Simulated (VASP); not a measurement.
# Pt (Fm-3m) in VASP: relaxation of cell and atoms with PBE

Aim: the relaxation of cell and atoms of Pt with PBE.

All numbers are computed with VASP 6.6.1; they aren't measurements. Logs are shortened: lines on timing, memory, paths and dates and some standing lists are left out, and cuts for length are marked.

## (1) The structure

It takes space group Fm-3m (No. 225, cubic). Conventional cell: a = 3.922 Å, b = 3.922 Å, c = 3.922 Å, α = 90.00°, β = 90.00°, γ = 90.00°. Pt (site symmetry m-3m) is surrounded by 12 Pt at 2.77 Å.

## (2) Relaxation of cell and atoms, PBE

INCAR reads:

```
ALGO     = Normal         # electronic algorithm
EDIFF    = 1E-7           # SCF threshold, eV
EDIFFG   = -0.004         # ionic threshold
ENCUT    = 600            # plane-wave cutoff, eV
GGA      = PE             # functional
IBRION   = 2              # ionic algorithm
ISIF     = 3              # what is computed and relaxed
ISMEAR   = 0              # smearing method
LASPH    = True           # aspherical terms in the spheres
LCHARG   = False          # write CHGCAR
LREAL    = False          # projectors in reciprocal space
LWAVE    = False          # write WAVECAR
NELM     = 80             # most SCF steps
NSW      = 80             # ionic steps
PREC     = Accurate       # precision mode
SIGMA    = 0.1            # smearing width, eV
```

KPOINTS reads:

```
k-points
0
Gamma
  18 18 18
```

POSCAR reads:

```
Pt
1.0
    0.0000000000      1.9609000000      1.9609000000
    1.9609000000      0.0000000000      1.9609000000
    1.9609000000      1.9609000000      0.0000000000
Pt
1
Direct
    0.0000000000      0.0000000000      0.0000000000
```

Potentials or basis: VASP PAW PBE potentials, release 64 (Pt).

Launch:

```sh
> cat potpaw_PBE.64/Pt/POTCAR > POTCAR
> mpirun -np 1 vasp_std > vasp.out
```

OUTCAR:

```text
EDIFF = 1E-7
   EDIFFG = -0.004
   ENCUT = 600
   GGA = PE
   IBRION = 2
   ISIF = 3
   ISMEAR = 0
   LASPH = True
   LREAL = False
   NELM = 80
   NSW = 80
   PREC = Accurate

 ion  position               nearest neighbor table
   1  0.000  0.000  0.000-

  LATTYP: Found a face centered cubic cell.
 ALAT       =     3.9218000000

  Lattice vectors:

 A1 = (   0.0000000000,   1.9609000000,   1.9609000000)
 A2 = (   1.9609000000,   0.0000000000,   1.9609000000)
 A3 = (   1.9609000000,   1.9609000000,   0.0000000000)

Analysis of symmetry for initial positions (statically):
=====================================================================
 Subroutine PRICEL returns:
 Original cell was already a primitive cell.

 Routine SETGRP: Setting up the symmetry group for a
 face centered cubic supercell.

 Subroutine GETGRP returns: Found 48 space group operations
 (whereof 48 operations were pure point group operations)
 out of a pool of 48 trial point group operations.

The static configuration has the point symmetry O_h .

Analysis of symmetry for dynamics (positions and initial velocities):
=====================================================================
 Subroutine PRICEL returns:
 Original cell was already a primitive cell.

 Routine SETGRP: Setting up the symmetry group for a
 face centered cubic supercell.

 Subroutine GETGRP returns: Found 48 space group operations
 (whereof 48 operations were pure point group operations)
 out of a pool of 48 trial point group operations.

The dynamic configuration has the point symmetry O_h .

 Subroutine INISYM returns: Found 48 space group operations
 (whereof 48 operations are pure point group operations),
 and found     1 'primitive' translations

----------------------------------------------------------------------------------------

                                     Primitive cell

  volume of cell :      15.0798

  direct lattice vectors                    reciprocal lattice vectors
     0.000000000  1.960900000  1.960900000    -0.254984956  0.254984956  0.254984956
     1.960900000  0.000000000  1.960900000     0.254984956 -0.254984956  0.254984956
     1.960900000  1.960900000  0.000000000     0.254984956  0.254984956 -0.254984956

  length of vectors
     2.773131374  2.773131374  2.773131374     0.441646899  0.441646899  0.441646899

  position of ions in fractional coordinates (direct lattice)
     0.000000000  0.000000000  0.000000000

  ion indices of the primitive-cell ions
   primitive index   ion index
                 1           1

----------------------------------------------------------------------------------------

 KPOINTS: k-points

Automatic generation of k-mesh.
 Grid dimensions read from file:
 generate k-points for:   18   18   18

 Generating k-lattice:

  Cartesian coordinates                     Fractional coordinates (reciprocal lattice)
    -0.014165831  0.014165831  0.014165831     0.055555556  0.000000000  0.000000000
     0.014165831 -0.014165831  0.014165831     0.000000000  0.055555556  0.000000000
     0.014165831  0.014165831 -0.014165831     0.000000000  0.000000000  0.055555556

  Length of vectors
     0.024535939  0.024535939  0.024535939

  Shift w.r.t. Gamma in fractional coordinates (k-lattice)
     0.000000000  0.000000000  0.000000000

 Subroutine IBZKPT returns following result:
 ===========================================

 Found    195 irreducible k-points:

 Following reciprocal coordinates:
            Coordinates               Weight
  0.000000  0.000000  0.000000      1.000000
  0.055556  0.000000  0.000000      8.000000
  0.111111  0.000000  0.000000      8.000000
  0.166667  0.000000  0.000000      8.000000
  0.222222  0.000000  0.000000      8.000000
  0.277778  0.000000  0.000000      8.000000
[... 16 lines left out ...]
 -0.277778  0.055556  0.000000     24.000000
 -0.222222  0.055556  0.000000     24.000000
 [... further k-points ...]
   k-points           NKPTS =    195   k-points in BZ     NKDIM =    195   number of bands    NBANDS=      9
   number of dos      NEDOS =    301   number of ions     NIONS =      1
   total plane-waves  NPLWV =  13824
   dimension x,y,z NGX =    24 NGY =   24 NGZ =   24
   dimension x,y,z NGXF=    48 NGYF=   48 NGZF=   48
   ions per type =               1
   NGX,Y,Z   is equivalent  to a cutoff of  14.39, 14.39, 14.39 a.u.
   NGXF,Y,Z  is equivalent  to a cutoff of  28.78, 28.78, 28.78 a.u.
 SYSTEM =  unknown system
   PREC   = accura    normal or accurate (medium, high low for compatibility)
   ISTART =      0    job   : 0-new  1-cont  2-samecut
   ICHARG =      2    charge: 1-file 2-atom 10-const
   ISPIN  =      1    spin polarized calculation?
   LNONCOLLINEAR =      F non collinear calculations
   LSORBIT =      F    spin-orbit coupling
   LASPH  =      T    aspherical Exc in radial PAW
   ENCUT  =  600.0 eV  44.10 Ry    6.64 a.u.   5.54  5.54  5.54*2*pi/ulx,y,z
   NELM   =     80;   NELMIN=  2; NELMDL= -5     # of ELM steps
   EDIFF  = 0.1E-06   stopping-criterion for ELM
   LREAL  =      F    real-space projection
   EDIFFG = -.4E-02   stopping-criterion for IOM
   NSW    =     80    number of steps for IOM
   IBRION =      2    ionic relax: 0-MD 1-quasi-New 2-CG
   NFREE  =      1    steps in history (QN), initial steepest desc. (CG)
   ISIF   =      3    stress and relaxation
   ISYM   =      2    0-nonsym 1-usesym 2-fastsym
   POTIM  = 0.5000    time-step for ionic-motion
   TEBEG  =    0.0;   TEEND  =   0.0 temperature during run
   PSTRESS=    0.0 pullay stress
   NELECT =      10.0000    total number of electrons
   NUPDOWN=      -1.0000    fix difference up-down
   EMIN   =  10.00;   EMAX   =-10.00  energy-range for DOS
   EFERMI =   0.00;   METHOD = LEGACY
   ISMEAR =     0;   SIGMA  =   0.10  broadening in eV -4-tet -1-fermi 0-gaus
   EFERMI_NEDOS =   21; number of points for ismear=-14 and -15
   IALGO  =     38    algorithm
   IMIX   =      4    mixing-type and parameters
     AMIX     =   0.40;   BMIX     =  1.00
     AMIX_MAG =   1.60;   BMIX_MAG =  1.00
  volume/ion in A,a.u.               =      15.08       101.76
  Fermi-wavevector in a.u.,A,eV,Ry     =   1.427609  2.697791 27.729605  2.038068
  Thomas-Fermi vector in A             =   2.547760
   LORBIT       =      0    0 simple, 1 ext, 2 COOP (PROOUT), +10 PAW based schemes
   GGA     = PE    functional components
   LHFCALC =     F    Hartree Fock is set to
   AEXX    =    0.0000 exact exchange contribution
   IVDW    =     0    specifies the selected vdW correction
   LEPSILON=     F    determine dielectric tensor
   LRPA    =     F    only Hartree local field effects (RPA)
 conjugate gradient relaxation of ions
 non-spin polarized calculation
 Gauss-broadening in eV      SIGMA  =   0.10
  energy-cutoff  :      600.00
  volume of cell :       15.08
 maximum number of plane-waves:       531
 NGX is ok and might be reduce to    24
   NGX = 11   NGY = 11   NGZ = 11

--------------------------------------- Ionic step        1  -------------------------------------------

 number of electron      10.0000000 magnetization

 Free energy of the ion-electron system (eV)
  ---------------------------------------------------
  ext. energy  EPLUGINS =         0.00000000
  ---------------------------------------------------
  free energy    TOTEN  =        -6.08459641 eV

  energy without entropy =       -6.07393188  energy(sigma->0) =       -6.07926414

------------------------ aborting loop because EDIFF is reached ----------------------------------------

  FORCE on cell =-STRESS in cart. coord.  units (eV):
  Direction    XX          YY          ZZ          XY          YZ          ZX
  --------------------------------------------------------------------------------------
  -------------------------------------------------------------------------------------
  Total        0.9047499      0.9047499      0.9047499     -0.0000000      0.0000000     -0.0000000
  in kB       96.1264214     96.1264214     96.1264214     -0.0000000      0.0000000     -0.0000000
  external PRESSURE =      96.1264214 kB  Pullay stress =       0.0000000 kB

 VOLUME and BASIS-vectors are now :
 -----------------------------------------------------------------------------
  energy-cutoff  :      600.00
  volume of cell :       15.08
      direct lattice vectors                 reciprocal lattice vectors
     0.000000000  1.960900000  1.960900000    -0.254984956  0.254984956  0.254984956
     1.960900000  0.000000000  1.960900000     0.254984956 -0.254984956  0.254984956
     1.960900000  1.960900000  0.000000000     0.254984956  0.254984956 -0.254984956

 POSITION                                       TOTAL-FORCE (eV/Angst)
 -----------------------------------------------------------------------------------
      0.00000      0.00000      0.00000         0.000000     -0.000000      0.000000
 -----------------------------------------------------------------------------------
    total drift:                               -0.000000      0.000000     -0.000000

  FREE ENERGIE OF THE ION-ELECTRON SYSTEM (eV)
  ---------------------------------------------------
  free  energy   TOTEN  =        -6.0845964103 eV

  energy  without entropy=       -6.0739318776  energy(sigma->0) =       -6.07926414

--------------------------------------- Ionic step        2  -------------------------------------------

 number of electron      10.0000001 magnetization

 E-fermi :   8.9643     XC(G=0): -12.7310

 val. band max:        8.9633443596   @ k =   0.4444   0.1111   0.0000
 cond. band min:       8.9692305753   @ k =  -0.4444   0.2778   0.0556
 fundamental gap:      0.0058862158
 Fermi energy:         8.9642527912

 k-point     1 :       0.0000    0.0000    0.0000
  band No.  band energies     occupation
      1       0.1144      2.00000
      2       5.8944      2.00000
      3       5.8944      2.00000
      4       5.8944      2.00000
      5       7.6354      2.00000
      6       7.6354      2.00000
      7      23.8703      0.00000
      8      28.1223      0.00000
      9      28.1223      0.00000

 k-point     2 :       0.0556    0.0000    0.0000
  band No.  band energies     occupation
      1       0.2244      2.00000
      2       5.8507      2.00000
      3       5.9356      2.00000
      4       5.9356      2.00000
      5       7.6143      2.00000
      6       7.6143      2.00000
      7      24.0231      0.00000
      8      27.4578      0.00000
      9      28.2730      0.00000
[... 321 lines left out ...]
 POSITION                                       TOTAL-FORCE (eV/Angst)
 -----------------------------------------------------------------------------------
      0.00000      0.00000      0.00000        -0.000000     -0.000000     -0.000000
 -----------------------------------------------------------------------------------
    total drift:                               -0.000000      0.000000     -0.000000

  FREE ENERGIE OF THE ION-ELECTRON SYSTEM (eV)
  ---------------------------------------------------
  free  energy   TOTEN  =        -6.1000524393 eV

  energy  without entropy=       -6.0887857961  energy(sigma->0) =       -6.09441912

--------------------------------------- Ionic step        4  -------------------------------------------

 number of electron      10.0000002 magnetization

 Free energy of the ion-electron system (eV)
  ---------------------------------------------------
  ext. energy  EPLUGINS =         0.00000000
  ---------------------------------------------------
  free energy    TOTEN  =        -6.10007225 eV

  energy without entropy =       -6.08882487  energy(sigma->0) =       -6.09444856

 E-fermi :  10.6038     XC(G=0): -13.2812

 val. band max:       10.6035349373   @ k =  -0.3333   0.3889   0.1111
 cond. band min:      10.6146649225   @ k =   0.4444   0.1111   0.0000
 fundamental gap:      0.0111299851
 Fermi energy:        10.6038273161

 k-point     1 :       0.0000    0.0000    0.0000
  band No.  band energies     occupation
      1       0.7761      2.00000
      2       7.0242      2.00000
      3       7.0242      2.00000
      4       7.0242      2.00000
      5       9.0576      2.00000
      6       9.0576      2.00000
      7      25.3358      0.00000
      8      30.1044      0.00000
      9      30.1044      0.00000

 k-point     2 :       0.0556    0.0000    0.0000
  band No.  band energies     occupation
      1       0.8964      2.00000
      2       6.9717      2.00000
      3       7.0715      2.00000
      4       7.0715      2.00000
      5       9.0315      2.00000
      6       9.0315      2.00000
      7      25.5187      0.00000
      8      29.4381      0.00000
      9      30.2847      0.00000
[... 286 lines left out ...]
 POSITION                                       TOTAL-FORCE (eV/Angst)
 -----------------------------------------------------------------------------------
      0.00000      0.00000      0.00000         0.000000      0.000000      0.000000
 -----------------------------------------------------------------------------------
    total drift:                               -0.000000      0.000000     -0.000000

  FREE ENERGIE OF THE ION-ELECTRON SYSTEM (eV)
  ---------------------------------------------------
  free  energy   TOTEN  =        -6.1000722474 eV

  energy  without entropy=       -6.0888248740  energy(sigma->0) =       -6.09444856

 reached required accuracy - stopping structural energy minimisation
```

It took 35 s on 1 thread of Intel Xeon Platinum 8488C (Sapphire Rapids), shared host; peak memory 0.18 GiB.

What came out:

```yaml
Free_energy: -6.1001 eV
Relaxed_volume: 15.62 Å³/atom
Relaxed_cell: a = 2.806 Å, b = 2.806 Å, c = 2.806 Å, α = 60.00°, β = 60.00°, γ = 60.00°
Space_group_after_relaxing_to_0.05_Å: Fm-3m (No. 225)
Energy_gained_by_relaxing: 15.5 meV/atom
Ionic_steps: 4
Pressure_after_relaxing: 0.0 GPa
Band_gap_on_the_k_mesh: none (metal or under the smearing width)
```

The path:
```tsv
step	energy change (eV)	largest force (eV/Å)	pressure (GPa)	volume (Å³)
1	0.0000	0.0000	9.61	15.08
2	0.0792	0.0000	-17.92	17.14
3	-0.0155	0.0000	-0.31	15.64
4	-0.0155	0.0000	-0.02	15.62
```

Final structure:
```yaml
crystal:
  lattice:
    - [0.00000, 1.98397, 1.98397]
    - [1.98397, 0.00000, 1.98397]
    - [1.98397, 1.98397, 0.00000]
  atoms:
    - { symbol: Pt, position: [0.00000, 0.00000, 0.00000] }
```

Spin-orbit coupling is left out, which matters for the levels of Pt. PBE usually gives volumes a little too large and moduli too small.
